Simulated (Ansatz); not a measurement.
A run of Ansatz 0.2.0 is set up as follows.

File input.yaml:

```yaml
crystal:
  lattice: { a: 3.30256, b: 3.30256, c: 3.30256, alpha: 90.0, beta: 90.0, gamma: 90.0 }
  space_group: 229
  reduce_to_primitive: true
  atoms:
    - { symbol: Ta, wyckoff: "2a", position: [0.0, 0.0, 0.0] }
hamiltonian:
  xc: blyp
  pseudopotentials: { kind: nc_fr, accuracy: standard }
magnetization:
  noncollinear: true
  spin_orbit: true
kpoints:
  mp_grid: { grid: [11, 11, 11] }
scf:
  occupations: { method: fermi_dirac, width: 0.1 }
  n_extra_bands: 6
output:
  forces: true
  stress: true
  eigenvalues: true
  dos: { projected: true, de: 0.05, nscf_kmesh: { grid: [17, 17, 17] } }
```

Potentials or basis: PseudoDojo standard (PBE files).

The run is started by

```sh
$ ansatz run input.yaml --threads 1 --pin off --max-ram 2560MiB --backend cpu --events-out ev --progress --plain --runs-dir out
```

Task: Predict the density of states at the Fermi level.

Result: 1.42 states/eV per cell.

Task: What does it give for the pressure?

Result: 9.1 GPa.

Task: Estimate the band gap on the k mesh.

Result: None (metal or under the smearing width).

States per cell in windows of 1 eV (zero at the Fermi level; states under -8 eV left out):
```csv
from (eV),total,Ta 5d j=2.5,Ta 5d j=1.5,Ta 6s j=0.5,Ta 5p j=1.5
-8.0,0.03,0.00,0.00,0.02,0.00
-7.0,0.08,0.00,0.00,0.07,0.00
-6.0,0.14,0.01,0.01,0.12,0.00
-5.0,0.39,0.11,0.07,0.19,0.01
-4.0,0.79,0.36,0.23,0.18,0.01
-3.0,0.77,0.42,0.26,0.07,0.01
-2.0,1.32,0.74,0.53,0.02,0.01
-1.0,1.56,0.69,0.68,0.11,0.02
0.0,0.71,0.28,0.31,0.05,0.00
1.0,0.35,0.19,0.12,0.01,0.00
2.0,0.78,0.48,0.26,0.02,0.00
3.0,1.12,0.64,0.43,0.02,0.00
4.0,1.57,0.93,0.54,0.07,0.00
5.0,0.58,0.27,0.15,0.09,0.00
6.0,0.28,0.13,0.07,0.04,0.00
7.0,0.20,0.07,0.03,0.04,0.00
```

Caveat: the potentials were made for another functional, which shifts forces and pressure.
